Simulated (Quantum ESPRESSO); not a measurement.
# MgO (P-6m2) in Quantum ESPRESSO: reference runs

Reference runs on MgO: the cell as given and a disturbed copy.

All numbers are computed with Quantum ESPRESSO 7.5; they aren't measurements. Logs are shortened: lines on timing, memory, paths and dates and some standing lists are left out, and cuts for length are marked.

**1. The crystal as given**

Symmetry: P-6m2, No. 187, hexagonal system. Conventional cell: a = 2.938 Å, b = 2.938 Å, c = 2.680 Å, α = 90.00°, β = 90.00°, γ = 120.00°. Mg (site symmetry -6m2) has 6 O at 2.16 Å as nearest neighbours. O (site symmetry -6m2) has 6 Mg at 2.16 Å as nearest neighbours.

Measurements of this composition are mostly on another form, of space group No. 225.

**2. Single point, PBE**

pw.in reads:

```
&CONTROL
  calculation = 'scf'
  prefix = 'pwscf'
  outdir = './tmp'
  pseudo_dir = './pseudo'
  tprnfor = .true.
  tstress = .true.
  disk_io = 'nowf'
/
&SYSTEM
  ibrav = 0
  nat = 2
  ntyp = 2
  ecutwfc = 55
  ecutrho = 440
  nbnd = 9
  occupations = 'smearing'
  smearing = 'fd'
  degauss = 0.00367493
/
&ELECTRONS
  conv_thr = 4d-10
  electron_maxstep = 120
  mixing_beta = 0.5
/
ATOMIC_SPECIES
Mg    24.3050 Mg.pbe-n-kjpaw_psl.0.3.0.UPF
O     15.9990 O.pbe-n-kjpaw_psl.0.1.UPF
CELL_PARAMETERS angstrom
   2.9380209034    0.0000000000    0.0000000000
  -1.4690104517    2.5444007392    0.0000000000
   0.0000000000    0.0000000000    2.6796800000
ATOMIC_POSITIONS crystal
Mg     0.0000000000    0.0000000000    0.0000000000
O      0.3333333333    0.6666666667    0.5000000000
K_POINTS automatic
10 10 10 0 0 0
```

Potentials or basis: SSSP 1.3 efficiency PBE.

On the command line:

```
$ OMP_NUM_THREADS=1 pw.x -in pw.in > pw.out
```

pw.out:

```text
This program is part of the open-source Quantum ESPRESSO suite
     for quantum simulation of materials; please cite
         "P. Giannozzi et al., J. Phys.:Condens. Matter 21 395502 (2009);
         "P. Giannozzi et al., J. Phys.:Condens. Matter 29 465901 (2017);
         "P. Giannozzi et al., J. Chem. Phys. 152 154105 (2020);
     in publications or presentations arising from this work. More details at

     file Mg.pbe-n-kjpaw_psl.0.3.0.UPF: wavefunction(s)  3S renormalized
     file O.pbe-n-kjpaw_psl.0.1.UPF: wavefunction(s)  2P renormalized
     Message from routine setup:
     using ibrav=0 with symmetry is DISCOURAGED, use correct ibrav instead

     G-vector sticks info
     --------------------
     sticks:   dense  smooth     PW     G-vecs:    dense   smooth      PW
     Sum         931     463    151                21051     7409    1339

     Using Slab Decomposition

     bravais-lattice index     =            0
     lattice parameter (alat)  =       5.5521  a.u.
     unit-cell volume          =     135.1823 (a.u.)^3
     number of atoms/cell      =            2
     number of atomic types    =            2
     number of electrons       =         8.00
     number of Kohn-Sham states=            9
     kinetic-energy cutoff     =      55.0000  Ry
     charge density cutoff     =     440.0000  Ry
     scf convergence threshold =      4.0E-10
     mixing beta               =       0.5000
     number of iterations used =            8  plain     mixing
     Exchange-correlation= SLA  PW   PBX  PBC
                           (   1   4   3   4   0   0   0)

     celldm(1)=   5.552055  celldm(2)=   0.000000  celldm(3)=   0.000000
     celldm(4)=   0.000000  celldm(5)=   0.000000  celldm(6)=   0.000000

     crystal axes: (cart. coord. in units of alat)
               a(1) = (   1.000000   0.000000   0.000000 )
               a(2) = (  -0.500000   0.866025   0.000000 )
               a(3) = (   0.000000   0.000000   0.912070 )

     reciprocal axes: (cart. coord. in units 2 pi/alat)
               b(1) = (  1.000000  0.577350 -0.000000 )
               b(2) = (  0.000000  1.154701  0.000000 )
               b(3) = (  0.000000 -0.000000  1.096407 )

     PseudoPot. # 1 for Mg read from file:
     Mg.pbe-n-kjpaw_psl.0.3.0.UPF
     Pseudo is Projector augmented-wave + core cor, Zval =  2.0
     Generated using "atomic" code by A. Dal Corso  v.5.0.99 svn rev. 10869
     Shape of augmentation charge: PSQ
     Using radial grid of 1129 points,  4 beta functions with:
                l(1) =   0
                l(2) =   0
                l(3) =   1
                l(4) =   1
     Q(r) pseudized with 0 coefficients

     PseudoPot. # 2 for O  read from file:
     O.pbe-n-kjpaw_psl.0.1.UPF
     Pseudo is Projector augmented-wave + core cor, Zval =  6.0
     Generated using "atomic" code by A. Dal Corso  v.5.0.99 svn rev. 10869
     Shape of augmentation charge: BESSEL
     Using radial grid of 1095 points,  4 beta functions with:
                l(1) =   0
                l(2) =   0
                l(3) =   1
                l(4) =   1
     Q(r) pseudized with 0 coefficients

     atomic species   valence    mass     pseudopotential
     Mg                2.00    24.30500     Mg( 1.00)
     O                 6.00    15.99900     O ( 1.00)

     12 Sym. Ops. (no inversion) found

   Cartesian axes

     site n.     atom                  positions (alat units)
         1        Mg     tau(   1) = (   0.0000000   0.0000000   0.0000000  )
         2        O      tau(   2) = (  -0.0000000   0.5773503   0.4560349  )

     number of k points=    84  Fermi-Dirac smearing, width (Ry)=  0.0037
                       cart. coord. in units 2pi/alat
        k(    1) = (   0.0000000   0.0000000   0.0000000), wk =   0.0020000
        k(    2) = (   0.0000000   0.0000000   0.1096407), wk =   0.0040000
        k(    3) = (   0.0000000   0.0000000   0.2192815), wk =   0.0040000
        k(    4) = (   0.0000000   0.0000000   0.3289222), wk =   0.0040000
        k(    5) = (   0.0000000   0.0000000   0.4385629), wk =   0.0040000
        k(    6) = (   0.0000000   0.0000000  -0.5482037), wk =   0.0020000
[... 76 lines left out ...]
        k(   83) = (   0.3000000   0.5196152   0.4385629), wk =   0.0240000
        k(   84) = (   0.3000000   0.5196152  -0.5482037), wk =   0.0120000

     Dense  grid:    21051 G-vectors     FFT dimensions: (  40,  40,  36)

     Smooth grid:     7409 G-vectors     FFT dimensions: (  27,  27,  24)

     Initial potential from superposition of free atoms

     starting charge       7.9991, renormalised to       8.0000
     Starting wfcs are    8 randomized atomic wfcs +    1 random wfcs

     Self-consistent Calculation

     iteration #  1     ecut=    55.00 Ry     beta= 0.50
     Davidson diagonalization with overlap
     ethr =  1.00E-02,  avg # of iterations =  5.1

     total energy              =     -75.34963029 Ry
     estimated scf accuracy    <       0.42033966 Ry

     iteration #  2     ecut=    55.00 Ry     beta= 0.50
     Davidson diagonalization with overlap
     ethr =  5.25E-03,  avg # of iterations =  2.0

     total energy              =     -75.46870870 Ry
     estimated scf accuracy    <       0.09710143 Ry

     iteration #  3     ecut=    55.00 Ry     beta= 0.50
     Davidson diagonalization with overlap
     ethr =  1.21E-03,  avg # of iterations =  1.0

     total energy              =     -75.48652871 Ry
     estimated scf accuracy    <       0.00432431 Ry

     iteration #  4     ecut=    55.00 Ry     beta= 0.50
     Davidson diagonalization with overlap
     ethr =  5.41E-05,  avg # of iterations =  3.4

     total energy              =     -75.48708757 Ry
     estimated scf accuracy    <       0.00021911 Ry

     iteration #  5     ecut=    55.00 Ry     beta= 0.50
     Davidson diagonalization with overlap
     ethr =  2.74E-06,  avg # of iterations =  6.3
[... 15 lines left out ...]
     total energy              =     -75.48736147 Ry
     estimated scf accuracy    <       0.00000004 Ry

     iteration #  8     ecut=    55.00 Ry     beta= 0.50
     Davidson diagonalization with overlap
     ethr =  5.23E-10,  avg # of iterations =  3.1

     total energy              =     -75.48736150 Ry
     estimated scf accuracy    <          4.0E-10 Ry

     iteration #  9     ecut=    55.00 Ry     beta= 0.50
     Davidson diagonalization with overlap
     ethr =  5.00E-12,  avg # of iterations =  6.2

     total energy              =     -75.48736151 Ry
     estimated scf accuracy    <          5.8E-10 Ry

     iteration # 10     ecut=    55.00 Ry     beta= 0.50
     Davidson diagonalization with overlap
     ethr =  5.00E-12,  avg # of iterations =  1.8

     End of self-consistent calculation

          k = 0.0000 0.0000 0.0000 (   947 PWs)   bands (ev):

   -11.8653   4.9845   4.9845   5.1856   8.5864  17.4675  21.1376  21.1376
    25.3475

          k = 0.0000 0.0000 0.1096 (   942 PWs)   bands (ev):

   -11.7757   4.4276   5.0300   5.0300   9.1808  17.5546  21.2687  21.2687
    25.6044

          k = 0.0000 0.0000 0.2193 (   942 PWs)   bands (ev):

   -11.5292   2.9822   5.1519   5.1519  10.2860  17.4818  21.6543  21.6543
    26.2042

          k = 0.0000 0.0000 0.3289 (   930 PWs)   bands (ev):

   -11.1965   1.5890   5.3082   5.3082  11.4960  16.8126  22.2551  22.2551
    24.9967

          k = 0.0000 0.0000 0.4386 (   948 PWs)   bands (ev):

   -10.8988   0.5964   5.4396   5.4396  12.7822  15.6527  22.9043  22.9043
    24.2345

          k = 0.0000 0.0000-0.5482 (   960 PWs)   bands (ev):

   -10.7768   0.2345   5.4910   5.4910  13.8535  14.5855  23.1569  23.1569
    24.1000
[... 101 lines left out ...]
          k = 0.0000 0.4619 0.2193 (   932 PWs)   bands (ev):

   -10.6779   1.4415   3.9808   4.4965  12.5518  15.7976  20.0941  21.5982
    22.4855

          k = 0.0000 0.4619 0.3289 (   934 PWs)   bands (ev):

   -10.4328   1.8646   2.8697   4.6486  12.4626  15.9186  20.1603  21.1902
    21.7479

          k = 0.0000 0.4619 0.4386 (   926 PWs)   bands (ev):

   -10.2187   1.9469   2.3691   4.7773  11.9887  16.5150  19.9067  20.6428
    21.1226

          k = 0.0000 0.4619-0.5482 (   914 PWs)   bands (ev):

   -10.1325   1.6862   2.4997   4.8279  11.7338  16.9492  19.7433  20.2420
    20.8829

          k = 0.0000-0.5774 0.0000 (   914 PWs)   bands (ev):

   -10.8160   0.7050   4.2722   5.5393  12.1873  16.0933  18.6687  23.3281
    24.3941

          k = 0.0000-0.5774 0.1096 (   926 PWs)   bands (ev):

   -10.7512   0.8246   4.3159   5.0940  12.3660  15.9395  19.0832  23.1043
    23.1045

          k = 0.0000-0.5774 0.2193 (   932 PWs)   bands (ev):

   -10.5747   1.1582   4.0682   4.4335  12.6218  15.6060  19.9640  21.7545
    22.4730

          k = 0.0000-0.5774 0.3289 (   928 PWs)   bands (ev):

   -10.3412   1.6220   2.9727   4.5851  12.3714  15.6984  20.3074  21.1904
    21.6538

          k = 0.0000-0.5774 0.4386 (   926 PWs)   bands (ev):

   -10.1376   2.0544   2.1700   4.7133  11.7309  16.4262  19.9886  20.6103
    20.9928

          k = 0.0000-0.5774-0.5482 (   920 PWs)   bands (ev):

   -10.0558   1.8766   2.2380   4.7637  11.4188  16.9827  19.4917  20.4208
    20.7439

          k = 0.1000 0.1732 0.0000 (   921 PWs)   bands (ev):

   -11.6116   3.4470   4.7266   5.2763  10.0896  17.2269  19.5153  21.7616
    25.8763

          k = 0.1000 0.1732 0.1096 (   929 PWs)   bands (ev):

   -11.5275   3.4676   4.7154   4.7744  10.5124  17.3009  19.7184  21.7888
    24.8692

          k = 0.1000 0.1732 0.2193 (   934 PWs)   bands (ev):

   -11.2968   3.0459   4.0473   4.8983  11.3612  17.3189  20.0239  21.8561
    24.0553

          k = 0.1000 0.1732 0.3289 (   940 PWs)   bands (ev):

   -10.9869   1.8738   4.1816   5.0590  12.2697  16.8028  20.2700  22.0770
    23.4626

          k = 0.1000 0.1732 0.4386 (   941 PWs)   bands (ev):

   -10.7115   0.9542   4.3926   5.1946  13.1674  15.8085  20.8410  22.2606
    22.5115

          k = 0.1000 0.1732-0.5482 (   954 PWs)   bands (ev):
[... 194 lines left out ...]
          k = 0.3000 0.5196 0.2193 (   927 PWs)   bands (ev):

   -10.4697   1.9495   2.7042   4.1800  13.4474  16.7620  19.0211  21.0961
    22.0889

          k = 0.3000 0.5196 0.3289 (   926 PWs)   bands (ev):

   -10.2461   2.3419   3.0332   3.1221  12.8243  16.7243  19.6448  20.3359
    21.0419

          k = 0.3000 0.5196 0.4386 (   929 PWs)   bands (ev):

   -10.0516   2.3265   2.7154   3.3262  12.1936  16.4345  19.0267  20.3040
    21.7193

          k = 0.3000 0.5196-0.5482 (   934 PWs)   bands (ev):

    -9.9736   2.0457   2.8595   3.4460  11.9252  16.2483  18.8866  20.1915
    22.2245

     the Fermi energy is     7.1694 ev

!    total energy              =     -75.48736151 Ry
     total all-electron energy =      -551.388463 Ry
     estimated scf accuracy    <          7.0E-13 Ry
     smearing contrib. (-TS)   =      -0.00000000 Ry
     internal energy E=F+TS    =     -75.48736151 Ry

     The total energy is F=E-TS. E is the sum of the following terms:
     one-electron contribution =     -10.63987336 Ry
     hartree contribution      =      10.77962122 Ry
     xc contribution           =      -9.27826470 Ry
     ewald contribution        =     -25.54945272 Ry
     one-center paw contrib.   =     -40.79939195 Ry

     convergence has been achieved in  10 iterations

     Forces acting on atoms (cartesian axes, Ry/au):

     atom    1 type  1   force =     0.00000000    0.00000000    0.00000000
     atom    2 type  2   force =    -0.00000000   -0.00000000    0.00000000

     Total force =     0.000000     Total SCF correction =     0.000000

     Computing stress (Cartesian axis) and pressure

          total   stress  (Ry/bohr**3)                   (kbar)     P=       -6.07
  -0.00003892   0.00000000   0.00000000           -5.73        0.00        0.00
  -0.00000000  -0.00003892   0.00000000           -0.00       -5.73        0.00
   0.00000000  -0.00000000  -0.00004589            0.00       -0.00       -6.75

=------------------------------------------------------------------------------=
   JOB DONE.
=------------------------------------------------------------------------------=
```

Run time: 10 s. Hardware: 1 thread of Arm Neoverse V2, shared host; peak memory 0.06 GiB.

What came out:

```
Free energy            : -1027.0579 eV
Pressure               : -0.6 GPa
Band gap on the k mesh : 3.01 eV, indirect (least direct gap 3.40 eV)
```

A k mesh can miss the band edges. A hybrid or GW would open this gap; PBE tends to underestimate it.

**3. Single point, PBE (atoms moved at random, drawn with an rms of 0.05 Å)**

pw.in: that of step 2 with these lines changed.

```diff
@@ -33,4 +33,4 @@
 ATOMIC_POSITIONS crystal
-Mg     0.0000000000    0.0000000000    0.0000000000
-O      0.3333333333    0.6666666667    0.5000000000
+Mg     0.0089360000    0.0030280000    0.0028050000
+O      0.3401990000    0.6577370000    0.5028030000
 K_POINTS automatic
```

Potentials or basis: SSSP 1.3 efficiency PBE.

On the command line:

```
$ OMP_NUM_THREADS=1 pw.x -in pw.in > pw.out
```

pw.out:

```text
This program is part of the open-source Quantum ESPRESSO suite
     for quantum simulation of materials; please cite
         "P. Giannozzi et al., J. Phys.:Condens. Matter 21 395502 (2009);
         "P. Giannozzi et al., J. Phys.:Condens. Matter 29 465901 (2017);
         "P. Giannozzi et al., J. Chem. Phys. 152 154105 (2020);
     in publications or presentations arising from this work. More details at

     file Mg.pbe-n-kjpaw_psl.0.3.0.UPF: wavefunction(s)  3S renormalized
     file O.pbe-n-kjpaw_psl.0.1.UPF: wavefunction(s)  2P renormalized

     G-vector sticks info
     --------------------
     sticks:   dense  smooth     PW     G-vecs:    dense   smooth      PW
     Sum         931     463    151                21051     7409    1339

     Using Slab Decomposition

     bravais-lattice index     =            0
     lattice parameter (alat)  =       5.5521  a.u.
     unit-cell volume          =     135.1823 (a.u.)^3
     number of atoms/cell      =            2
     number of atomic types    =            2
     number of electrons       =         8.00
     number of Kohn-Sham states=            9
     kinetic-energy cutoff     =      55.0000  Ry
     charge density cutoff     =     440.0000  Ry
     scf convergence threshold =      4.0E-10
     mixing beta               =       0.5000
     number of iterations used =            8  plain     mixing
     Exchange-correlation= SLA  PW   PBX  PBC
                           (   1   4   3   4   0   0   0)

     celldm(1)=   5.552055  celldm(2)=   0.000000  celldm(3)=   0.000000
     celldm(4)=   0.000000  celldm(5)=   0.000000  celldm(6)=   0.000000

     crystal axes: (cart. coord. in units of alat)
               a(1) = (   1.000000   0.000000   0.000000 )
[... 43 lines left out ...]

     number of k points=   504  Fermi-Dirac smearing, width (Ry)=  0.0037

     Number of k-points >= 100: set verbosity='high' to print them.

     Dense  grid:    21051 G-vectors     FFT dimensions: (  40,  40,  36)

     Smooth grid:     7409 G-vectors     FFT dimensions: (  27,  27,  24)

     Initial potential from superposition of free atoms

     starting charge       7.9991, renormalised to       8.0000
     Starting wfcs are    8 randomized atomic wfcs +    1 random wfcs

     Self-consistent Calculation

     iteration #  1     ecut=    55.00 Ry     beta= 0.50
     Davidson diagonalization with overlap
     ethr =  1.00E-02,  avg # of iterations =  5.0

     total energy              =     -75.34938329 Ry
     estimated scf accuracy    <       0.42068893 Ry
[... 50 lines left out ...]
     iteration #  9     ecut=    55.00 Ry     beta= 0.50
     Davidson diagonalization with overlap
     ethr =  7.81E-12,  avg # of iterations =  5.2

     End of self-consistent calculation

     Number of k-points >= 100: set verbosity='high' to print the bands.

     the Fermi energy is     7.1619 ev

!    total energy              =     -75.48722392 Ry
     total all-electron energy =      -551.388325 Ry
     estimated scf accuracy    <          3.7E-10 Ry
     smearing contrib. (-TS)   =      -0.00000000 Ry
     internal energy E=F+TS    =     -75.48722392 Ry

     The total energy is F=E-TS. E is the sum of the following terms:
     one-electron contribution =     -10.64141314 Ry
     hartree contribution      =      10.78040947 Ry
     xc contribution           =      -9.27850098 Ry
     ewald contribution        =     -25.54824348 Ry
     one-center paw contrib.   =     -40.79947579 Ry

     convergence has been achieved in   9 iterations

     Forces acting on atoms (cartesian axes, Ry/au):

     atom    1 type  1   force =     0.00137451   -0.00431528   -0.00000031
     atom    2 type  2   force =    -0.00137451    0.00431528    0.00000031

     Total force =     0.006405     Total SCF correction =     0.000001

     Computing stress (Cartesian axis) and pressure

          total   stress  (Ry/bohr**3)                   (kbar)     P=       -5.45
  -0.00003806  -0.00000063  -0.00000000           -5.60       -0.09       -0.00
  -0.00000063  -0.00003301   0.00000000           -0.09       -4.86        0.00
  -0.00000000   0.00000000  -0.00004005           -0.00        0.00       -5.89

=------------------------------------------------------------------------------=
   JOB DONE.
=------------------------------------------------------------------------------=
```

It took 55 s on 1 thread of Arm Neoverse V2, shared host; peak memory 0.11 GiB.

What came out:

```yaml
Free_energy: -1027.0560 eV
Pressure: -0.5 GPa
Largest_force: 0.116 eV/Å
Band_gap_on_the_k_mesh: 3.00 eV, indirect (least direct gap 3.40 eV)
```

Forces in eV/Å, atoms in the order of the input:
```
Mg   0.035 -0.111  0.000
O   -0.035  0.111  0.000
```

Levels at points of the mesh, in eV from the valence-band top:
```tsv
k point	band 1	band 2	band 3	band 4	band 5	band 6	band 7	band 8	band 9
(0.00, 0.00, 0.00)	-17.45	-0.62	-0.58	-0.40	3.00	11.89	15.51	15.60	19.76
(0.00, 0.00, -0.50)	-16.36	-5.35	-0.13	-0.05	8.27	9.00	17.55	17.62	18.42
(0.00, -0.50, 0.00)	-16.39	-4.89	-1.29	-0.05	6.55	10.50	13.17	17.75	18.86
(0.00, -0.50, -0.50)	-15.64	-3.71	-3.36	-0.79	5.91	11.43	13.73	14.87	15.17
(0.50, -0.50, 0.00)	-16.40	-4.87	-1.33	-0.04	6.66	10.51	13.03	17.74	18.77
(-0.50, 0.00, 0.00)	-16.40	-4.87	-1.31	-0.04	6.62	10.51	13.08	17.75	18.80
(0.50, -0.50, -0.50)	-15.64	-3.70	-3.32	-0.84	5.78	11.38	14.04	14.81	15.18
(-0.50, 0.00, -0.50)	-15.64	-3.70	-3.34	-0.82	5.83	11.39	13.91	14.83	15.20
```

A k mesh can miss the band edges.
